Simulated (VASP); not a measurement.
# Te2Mo (P6_3/mmc) in VASP: band structure with PBE

Aim: the band structure of Te2Mo with PBE.

Everything below comes from runs of VASP 6.6.1. Logs are shortened: lines on timing, memory, paths and dates and some standing lists are left out, and cuts for length are marked.

**What was measured.**

“Broadband infrared study of pressure-tunable Fano resonance and metallization transition in 2H-MoTe2”, 2022, pmc:9569381 quotes, for a bulk crystal of Te2Mo at 300 K: band gap 0.88 ± 0.05 eV (indirect).

The runs below are set against these values where they give the same quantity.

### Step 1. Starting point

The structure is hexagonal, space group P6_3/mmc (No. 194). Conventional cell: a = 3.518 Å, b = 3.518 Å, c = 13.974 Å, α = 90.00°, β = 90.00°, γ = 120.00°. Around Te (site symmetry 3m) lie 3 Mo at 2.72 Å. Around Mo (site symmetry -6m2) lie 6 Te at 2.72 Å.

### Step 2. Band structure, PBE

The input, POSCAR:

```
Te2Mo
1.0
    3.5182000000      0.0000000000      0.0000000000
   -1.7591000000      3.0468505800      0.0000000000
    0.0000000000      0.0000000000     13.9736000000
Te Mo
4 2
Direct
    0.3333333300      0.6666666700      0.6210000000
    0.6666666700      0.3333333300      0.1210000000
    0.3333333300      0.6666666700      0.8790000000
    0.6666666700      0.3333333300      0.3790000000
    0.3333333300      0.6666666700      0.2500000000
    0.6666666700      0.3333333300      0.7500000000
```

The input, INCAR.step1:

```
SYSTEM = Te2Mo
PREC = Accurate
ENCUT = 520
EDIFF = 1E-7
ISMEAR = 0
SIGMA = 0.02
LREAL = .FALSE.
LASPH = .TRUE.
NELM = 80
ALGO = Fast
ISIF = 2
LWAVE = .FALSE.
LCHARG = .TRUE.
LMAXMIX = 4
GGA = PE
```

The input, KPOINTS.step1:

```
Automatic mesh
0
G
  9 9 2
  0 0 0
```

The input, INCAR.step2:

```
SYSTEM = Te2Mo
PREC = Accurate
ENCUT = 520
EDIFF = 1E-7
ISMEAR = 0
SIGMA = 0.05
LREAL = .FALSE.
LASPH = .TRUE.
NELM = 80
ALGO = Fast
ISIF = 2
LWAVE = .FALSE.
LCHARG = .FALSE.
LMAXMIX = 4
GGA = PE
ICHARG = 11
```

The input, KPOINTS.step2:

```
path GMKGALHA,LM,KH
15
line-mode
reciprocal
 0.0000000000  0.0000000000  0.0000000000  G
 0.5000000000  0.0000000000  0.0000000000  M

 0.5000000000  0.0000000000  0.0000000000  M
 0.3333333333  0.3333333333  0.0000000000  K

 0.3333333333  0.3333333333  0.0000000000  K
 0.0000000000  0.0000000000  0.0000000000  G

 0.0000000000  0.0000000000  0.0000000000  G
 0.0000000000  0.0000000000  0.5000000000  A

 0.0000000000  0.0000000000  0.5000000000  A
 0.5000000000  0.0000000000  0.5000000000  L

 0.5000000000  0.0000000000  0.5000000000  L
 0.3333333333  0.3333333333  0.5000000000  H

 0.3333333333  0.3333333333  0.5000000000  H
 0.0000000000  0.0000000000  0.5000000000  A

 0.5000000000  0.0000000000  0.5000000000  L
 0.5000000000  0.0000000000  0.0000000000  M

 0.3333333333  0.3333333333  0.0000000000  K
 0.3333333333  0.3333333333  0.5000000000  H
```

Potentials or basis: VASP PAW PBE potentials, release 64 (Te, Mo_sv).

Started as:

```
$ cat potpaw_PBE.64/Te/POTCAR potpaw_PBE.64/Mo_sv/POTCAR > POTCAR
$ cp INCAR.step1 INCAR
$ cp KPOINTS.step1 KPOINTS
$ mpirun -np 1 vasp_std > vasp.out
$ cp INCAR.step2 INCAR
$ cp KPOINTS.step2 KPOINTS
$ mpirun -np 1 vasp_std > vasp.out
```

OUTCAR:

```text
SYSTEM = Te2Mo
   PREC = Accurate
   ENCUT = 520
   EDIFF = 1E-7
   ISMEAR = 0
   LREAL = .FALSE.
   LASPH = .TRUE.
   NELM = 80
   ISIF = 2
   GGA = PE
   ICHARG = 11

 ion  position               nearest neighbor table
   1  0.333  0.667  0.621-   6 2.72   6 2.72   6 2.72   3 3.61
   2  0.667  0.333  0.121-   5 2.72   5 2.72   5 2.72   4 3.61
   3  0.333  0.667  0.879-   6 2.72   6 2.72   6 2.72   1 3.61
   4  0.667  0.333  0.379-   5 2.72   5 2.72   5 2.72   2 3.61
   5  0.333  0.667  0.250-   2 2.72   4 2.72   2 2.72   4 2.72   2 2.72   4 2.72
   6  0.667  0.333  0.750-   1 2.72   3 2.72   1 2.72   3 2.72   1 2.72   3 2.72

  LATTYP: Found a hexagonal cell.
 ALAT       =     3.5182000000
 C/A-ratio  =     3.9718037633

  Lattice vectors:

 A1 = (   3.5182000000,   0.0000000000,   0.0000000000)
 A2 = (  -1.7591000000,   3.0468505800,   0.0000000000)
 A3 = (   0.0000000000,   0.0000000000,  13.9736000000)

Analysis of symmetry for initial positions (statically):
=====================================================================
 Subroutine PRICEL returns:
 Original cell was already a primitive cell.

 Routine SETGRP: Setting up the symmetry group for a
 hexagonal supercell.

 Subroutine GETGRP returns: Found 24 space group operations
 (whereof 12 operations were pure point group operations)
 out of a pool of 24 trial point group operations.

The static configuration has the point symmetry D_3d.
 The point group associated with its full space group is D_6h.

Analysis of symmetry for dynamics (positions and initial velocities):
=====================================================================
 Subroutine PRICEL returns:
 Original cell was already a primitive cell.

 Routine SETGRP: Setting up the symmetry group for a
 hexagonal supercell.

 Subroutine GETGRP returns: Found 24 space group operations
 (whereof 12 operations were pure point group operations)
 out of a pool of 24 trial point group operations.

The dynamic configuration has the point symmetry D_3d.
 The point group associated with its full space group is D_6h.

 Subroutine INISYM returns: Found 24 space group operations
 (whereof 12 operations are pure point group operations),
 and found     1 'primitive' translations

----------------------------------------------------------------------------------------

                                     Primitive cell

  volume of cell :     149.7890

  direct lattice vectors                    reciprocal lattice vectors
     3.518200000  0.000000000  0.000000000     0.284236257  0.164103879  0.000000000
    -1.759100000  3.046850580  0.000000000     0.000000000  0.328207759  0.000000000
     0.000000000  0.000000000 13.973600000     0.000000000  0.000000000  0.071563520

  length of vectors
     3.518200000  3.518200004 13.973600000     0.328207759  0.328207759  0.071563520

  position of ions in fractional coordinates (direct lattice)
     0.333333330  0.666666670  0.621000000
     0.666666670  0.333333330  0.121000000
     0.333333330  0.666666670  0.879000000
     0.666666670  0.333333330  0.379000000
     0.333333330  0.666666670  0.250000000
     0.666666670  0.333333330  0.750000000

  ion indices of the primitive-cell ions
   primitive index   ion index
                 1           1
                 2           2
                 3           3
                 4           4
                 5           5
                 6           6

----------------------------------------------------------------------------------------

 KPOINTS: path GMKGALHA,LM,KH

Interpolating k-points between supplied coordinates.

 Line segments in fractional coordinates (reciprocal lattice):
    0.000000  0.000000  0.000000  ...  0.500000  0.000000  0.000000
    0.500000  0.000000  0.000000  ...  0.333333  0.333333  0.000000
    0.333333  0.333333  0.000000  ...  0.000000  0.000000  0.000000
    0.000000  0.000000  0.000000  ...  0.000000  0.000000  0.500000
    0.000000  0.000000  0.500000  ...  0.500000  0.000000  0.500000
    0.500000  0.000000  0.500000  ...  0.333333  0.333333  0.500000
    0.333333  0.333333  0.500000  ...  0.000000  0.000000  0.500000
    0.500000  0.000000  0.500000  ...  0.500000  0.000000  0.000000
    0.333333  0.333333  0.000000  ...  0.333333  0.333333  0.500000

 Generated    15 points on each line segment, for a total of    135 k-points:

 Following reciprocal coordinates:
            Coordinates               Weight
  0.000000  0.000000  0.000000      0.007407
  0.035714  0.000000  0.000000      0.007407
  0.071429  0.000000  0.000000      0.007407
  0.107143  0.000000  0.000000      0.007407
  0.142857  0.000000  0.000000      0.007407
  0.178571  0.000000  0.000000      0.007407
[... 16 lines left out ...]
  0.416667  0.166667  0.000000      0.007407
  0.404762  0.190476  0.000000      0.007407
 [... further k-points ...]
   k-points           NKPTS =    135   k-points in BZ     NKDIM =    135   number of bands    NBANDS=     31
   number of dos      NEDOS =    301   number of ions     NIONS =      6
   total plane-waves  NPLWV =  84672
   dimension x,y,z NGX =    28 NGY =   28 NGZ =  108
   dimension x,y,z NGXF=    56 NGYF=   56 NGZF=  216
   ions per type =               4   2
   NGX,Y,Z   is equivalent  to a cutoff of  13.23, 13.23, 12.85 a.u.
   NGXF,Y,Z  is equivalent  to a cutoff of  26.46, 26.46, 25.70 a.u.
 SYSTEM =  Te2Mo
   PREC   = accura    normal or accurate (medium, high low for compatibility)
   ISTART =      0    job   : 0-new  1-cont  2-samecut
   ICHARG =     11    charge: 1-file 2-atom 10-const
   ISPIN  =      1    spin polarized calculation?
   LNONCOLLINEAR =      F non collinear calculations
   LSORBIT =      F    spin-orbit coupling
   LASPH  =      T    aspherical Exc in radial PAW
   ENCUT  =  520.0 eV  38.22 Ry    6.18 a.u.   6.54  6.54 25.98*2*pi/ulx,y,z
   NELM   =     80;   NELMIN=  2; NELMDL=  0     # of ELM steps
   EDIFF  = 0.1E-06   stopping-criterion for ELM
   LREAL  =      F    real-space projection
   EDIFFG = 0.1E-05   stopping-criterion for IOM
   NSW    =      0    number of steps for IOM
   IBRION =     -1    ionic relax: 0-MD 1-quasi-New 2-CG
   NFREE  =      0    steps in history (QN), initial steepest desc. (CG)
   ISIF   =      2    stress and relaxation
   ISYM   =      2    0-nonsym 1-usesym 2-fastsym
   POTIM  = 0.5000    time-step for ionic-motion
   TEBEG  =    0.0;   TEEND  =   0.0 temperature during run
   PSTRESS=    0.0 pullay stress
   NELECT =      52.0000    total number of electrons
   NUPDOWN=      -1.0000    fix difference up-down
   EMIN   =  10.00;   EMAX   =-10.00  energy-range for DOS
   EFERMI =   0.00;   METHOD = LEGACY
   ISMEAR =     0;   SIGMA  =   0.05  broadening in eV -4-tet -1-fermi 0-gaus
   EFERMI_NEDOS =   21; number of points for ismear=-14 and -15
   IALGO  =     68    algorithm
   IMIX   =      4    mixing-type and parameters
     AMIX     =   0.40;   BMIX     =  1.00
     AMIX_MAG =   1.60;   BMIX_MAG =  1.00
  volume/ion in A,a.u.               =      24.96       168.47
  Fermi-wavevector in a.u.,A,eV,Ry     =   1.150578  2.174277 18.011787  1.323829
  Thomas-Fermi vector in A             =   2.287241
   LORBIT       =      0    0 simple, 1 ext, 2 COOP (PROOUT), +10 PAW based schemes
   GGA     = PE    functional components
   LHFCALC =     F    Hartree Fock is set to
   AEXX    =    0.0000 exact exchange contribution
   IVDW    =     0    specifies the selected vdW correction
   LEPSILON=     F    determine dielectric tensor
   LRPA    =     F    only Hartree local field effects (RPA)
 non-spin polarized calculation
 RMM-DIIS sequential band-by-band and
 Gauss-broadening in eV      SIGMA  =   0.05
  energy-cutoff  :      520.00
  volume of cell :      149.79
 maximum number of plane-waves:      4108
 NGX is ok and might be reduce to    28

 number of electron      51.9999997 magnetization

 Free energy of the ion-electron system (eV)
  ---------------------------------------------------
  ext. energy  EPLUGINS =         0.00000000
  ---------------------------------------------------
  free energy    TOTEN  =       -35.48874258 eV

  energy without entropy =      -35.48874258  energy(sigma->0) =      -35.48874258

 E-fermi :   8.3783     XC(G=0): -10.4426

 val. band max:        8.1565370785   @ k =   0.0000   0.0000   0.0000
 cond. band min:       8.8643901827   @ k =   0.1905   0.1905   0.0000
 fundamental gap:      0.7078531042
 Fermi energy:         8.3783307918

 k-point     1 :       0.0000    0.0000    0.0000
  band No.  band energies     occupation
      1     -52.6640      2.00000
      2     -52.6640      2.00000
      3     -26.8312      2.00000
      4     -26.8311      2.00000
      5     -26.7076      2.00000
      6     -26.7076      2.00000
[... 23 lines left out ...]
     30      11.2048      0.00000
     31      11.2871      0.00000

 k-point     2 :       0.0357    0.0000    0.0000
  band No.  band energies     occupation
      1     -52.6639      2.00000
      2     -52.6639      2.00000
      3     -26.8308      2.00000
      4     -26.8308      2.00000
      5     -26.7092      2.00000
      6     -26.7092      2.00000
[... 23 lines left out ...]
     30      11.2055      0.00000
     31      11.2670      0.00000

 k-point     3 :       0.0714    0.0000    0.0000
  band No.  band energies     occupation
      1     -52.6635      2.00000
      2     -52.6635      2.00000
      3     -26.8297      2.00000
      4     -26.8297      2.00000
      5     -26.7141      2.00000
      6     -26.7141      2.00000
[... 23 lines left out ...]
     30      11.0942      0.00000
     31      11.1101      0.00000

 k-point     4 :       0.1071    0.0000    0.0000
  band No.  band energies     occupation
      1     -52.6629      2.00000
      2     -52.6629      2.00000
      3     -26.8280      2.00000
      4     -26.8280      2.00000
      5     -26.7219      2.00000
      6     -26.7219      2.00000
[... 635 lines left out ...]
     30      10.0609      0.00000
     31      10.1590      0.00000

 k-point    23 :       0.4167    0.1667    0.0000
  band No.  band energies     occupation
      1     -52.6536      2.00000
      2     -52.6536      2.00000
      3     -26.8270      2.00000
      4     -26.8270      2.00000
      5     -26.8004      2.00000
      6     -26.8004      2.00000
[... 23 lines left out ...]
     30       9.9540      0.00000
     31      10.0998      0.00000

 k-point    24 :       0.4048    0.1905    0.0000
  band No.  band energies     occupation
      1     -52.6535      2.00000
      2     -52.6535      2.00000
      3     -26.8240      2.00000
      4     -26.8240      2.00000
      5     -26.8000      2.00000
      6     -26.8000      2.00000
[... 23 lines left out ...]
     30      10.0215      0.00000
     31      10.1436      0.00000

 [... further k-points ...]

------------------------ aborting loop because EDIFF is reached ----------------------------------------

  FORCE on cell =-STRESS in cart. coord.  units (eV):
  Direction    XX          YY          ZZ          XY          YZ          ZX
  --------------------------------------------------------------------------------------
  -------------------------------------------------------------------------------------
  Total        6.6811668      6.6811668     16.8907663      0.0000000     -0.0000000      0.0000000
  in kB       71.4632736     71.4632738    180.6674635      0.0000000     -0.0000000      0.0000000
  external PRESSURE =     107.8646703 kB  Pullay stress =       0.0000000 kB

 VOLUME and BASIS-vectors are now :
 -----------------------------------------------------------------------------
  energy-cutoff  :      520.00
  volume of cell :      149.79
      direct lattice vectors                 reciprocal lattice vectors
     3.518200000  0.000000000  0.000000000     0.284236257  0.164103879  0.000000000
    -1.759100000  3.046850580  0.000000000     0.000000000  0.328207759  0.000000000
     0.000000000  0.000000000 13.973600000     0.000000000  0.000000000  0.071563520

 POSITION                                       TOTAL-FORCE (eV/Angst)
 -----------------------------------------------------------------------------------
     -0.00000      2.03123      8.67761         0.000000      0.000000     -0.132695
      1.75910      1.01562      1.69081         0.000000      0.000000     -0.132695
     -0.00000      2.03123     12.28279         0.000000     -0.000000      0.132695
      1.75910      1.01562      5.29599         0.000000     -0.000000      0.132695
     -0.00000      2.03123      3.49340        -0.000000      0.000000      0.000000
      1.75910      1.01562     10.48020        -0.000000      0.000000      0.000000
 -----------------------------------------------------------------------------------
    total drift:                               -0.000014      0.000008     -0.000000

  FREE ENERGIE OF THE ION-ELECTRON SYSTEM (eV)
  ---------------------------------------------------
  free  energy   TOTEN  =       -35.4887425774 eV

  energy  without entropy=      -35.4887425774  energy(sigma->0) =      -35.48874258
```

Wall time 7.7 min (1 thread of Intel Xeon Platinum 8488C (Sapphire Rapids), shared host); peak memory 0.63 GiB.

Results:

| Item | Value |
| --- | --- |
| Band gap on the k mesh | 0.78 eV, indirect (least direct gap 1.04 eV) |
| Band gap along the path | 0.71 eV, indirect (least direct gap 1.04 eV) |

Levels at the corners of the path, in eV from the valence-band top:
```csv
point,band 22,band 23,band 24,band 25,band 26,band 27,band 28,band 29,band 30,band 31
Γ,-1.06,-1.03,-1.03,-0.32,0.00,2.90,2.91,3.03,3.05,3.13
M,-1.80,-1.02,-0.96,-0.61,-0.32,1.26,1.32,1.45,1.78,2.61
M,-1.80,-1.02,-0.96,-0.61,-0.32,1.26,1.32,1.45,1.78,2.61
K,-3.12,-1.83,-1.83,-0.32,-0.08,0.96,0.96,1.16,2.19,2.30
K,-3.12,-1.83,-1.83,-0.32,-0.08,0.96,0.96,1.16,2.18,2.30
Γ,-1.06,-1.03,-1.03,-0.32,0.00,2.90,2.90,3.03,3.04,3.14
Γ,-1.06,-1.03,-1.03,-0.32,0.00,2.90,2.94,3.04,3.05,3.14
A,-1.04,-1.04,-1.04,-0.08,-0.08,2.94,2.95,2.96,2.99,3.28
A,-1.04,-1.04,-1.04,-0.08,-0.08,2.94,2.94,2.94,3.00,3.28
L,-1.92,-0.97,-0.97,-0.47,-0.47,1.28,1.28,1.64,1.64,3.04
L,-1.92,-0.97,-0.97,-0.47,-0.47,1.28,1.28,1.64,1.64,3.05
H,-2.74,-1.99,-1.99,-0.22,-0.22,0.97,0.97,1.62,1.62,2.38
H,-2.74,-1.99,-1.99,-0.22,-0.22,0.97,0.97,1.62,1.62,2.38
A,-1.04,-1.04,-1.04,-0.08,-0.08,2.94,2.94,2.94,2.94,3.28
L,-1.92,-0.97,-0.97,-0.47,-0.47,1.28,1.28,1.64,1.64,3.05
M,-1.80,-1.02,-0.96,-0.61,-0.32,1.26,1.32,1.45,1.78,2.61
K,-3.12,-1.83,-1.83,-0.32,-0.08,0.96,0.96,1.16,2.19,2.30
H,-2.74,-1.99,-1.99,-0.22,-0.22,0.97,0.97,1.62,1.62,2.38
```

Caveat: the log is that of the step along the path at fixed density, whose energy, stress, charges and moments have no meaning; spin-orbit coupling is left out, which moves the levels of the heavy elements; this functional lacks dispersion, which binds the layers, so the pressure and a relaxed spacing across them are unreliable.

### Step 3. Against experiment

Step 2. Against the measured gap of Te2Mo, 0.88 eV (indirect; 300 K; quoted in “Broadband infrared study of pressure-tunable Fano resonance and metallization transition in 2H-MoTe2”, 2022, pmc:9569381), the calculated 0.71 eV is off by -0.17 eV. Spin-orbit coupling on Mo, Te is left out. The value is that of PBE, without temperature or zero-point motion. Semilocal functionals fall short of measured gaps as a rule.
